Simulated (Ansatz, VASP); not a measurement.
# One calculation of Ir, two programs

```
Ir
1.0
     0.00000    1.91560    1.91560
     1.91560    0.00000    1.91560
     1.91560    1.91560    0.00000
Ir
1
Direct
  0.00000 0.00000 0.00000
```

Alike in both runs: task relaxation of cell and atoms; functional PBE; k mesh 8 × 8 × 8; occupations gaussian, width 0.1 eV; no spin polarisation.

|  | VASP | Ansatz |
| --- | --- | --- |
| version | VASP 6.6.1 | Ansatz 0.2.0 |
| potentials or method | VASP PAW PBE potentials, release 64 (Ir) | scalar-relativistic, plane waves, PAW |
| plane-wave cutoff (eV) | 600 | 420 |
| valence electrons in the cell | 9 | 17 |

```tsv
	VASP	Ansatz	Ansatz less VASP
gap on the k mesh at the Fermi level, each at its own relaxed structure (eV)	none	none	-
relaxed volume (Å³/atom)	14.58	14.56	-0.021
relaxed cell length with the largest relative difference (Å)	2.742	2.741	-0.0013
energy change over the relaxation (meV/atom)	-21	-19	+2.0
```

A gap of «none» marks a metal or a gap that the smearing closes. The two sets of potentials don't hold the same shells in valence.

 Zero-point motion and thermal expansion aren't in these numbers. Spin-orbit coupling is left out, which matters for the levels of Ir.
